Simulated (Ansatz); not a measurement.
# Sn: stationary points along a deformation path

These are results of DFT PBE+D3(BJ), scalar-relativistic, plane waves, PAW (Ansatz 0.2.0), not measurements. Cutoff 420 eV, Γ-centred 26×26×26 k-points, Gaussian smearing of 0.15 eV. No spin polarisation. Energies are free energies at this smearing, counted from the undisturbed cell; pressure is positive in compression.

Reference structure (relaxed at this level; this form isn't the usual structure):

```xyz
1
Lattice="-1.7544 1.7546 2.1675 1.7544 -1.7546 2.1675 1.7544 1.7546 -2.1675" Properties=species:S:1:pos:R:3 pbc="T T T"
Sn    0.0000    0.0000    0.0000
```

At fixed volume and fractional coordinates, lengths along (0.000, 0.000, 1.000) are scaled against those across it; ρ is that ratio over its starting value. V = 26.689 Å³/atom. Δσ is the stress along the axis less the mean stress across it (compression positive).

```
    ρ  ΔE (meV/atom)  Δσ (GPa) space group
0.850            4.4      0.51       I4/mmm
0.920            0.7      0.35       I4/mmm
1.000            0.0     -0.10       I4/mmm
1.100            0.1      0.03       I4/mmm
1.200            0.3     -0.12       I4/mmm
```

Problem. How does the stress give the slope of the energy, and where is the energy stationary?

Solution. Along the path d ln(length) is 2/3 d ln ρ on the axis and −1/3 d ln ρ across it, so dE/d ln ρ = −(2/3) V Δσ: the energy falls with ρ where Δσ is positive. Δσ vanishes or changes sign between ρ = 0.920 and 1.000, a minimum (near 0.98 by linear interpolation); between ρ = 1.000 and 1.100, a maximum (near 1.07 by linear interpolation); between ρ = 1.100 and 1.200, a minimum (near 1.12 by linear interpolation). Pairs of stationary points between two samples would go unseen, and could change a minimum read from distant neighbours into a maximum.

Problem. Integrate that slope from ρ = 1 to 0.850 by the trapezoid rule.

Solution. With V/N in Å³ and 1 eV/Å³ = 160.2 GPa the slopes at ρ = 1.000, 0.920, 0.850 are 11, -39, -56 meV/atom per unit of ln ρ. The steps add 1.2 + 3.8 = 5.0 meV/atom, against 4.4 from the energies; the trapezoid rule misses the curvature of the slope within each step.

In a metal these slopes depend on the k mesh and the smearing.

Cost: 5 runs of about 2.7 core-minutes in all, on Arm Neoverse V2 (shared hosts).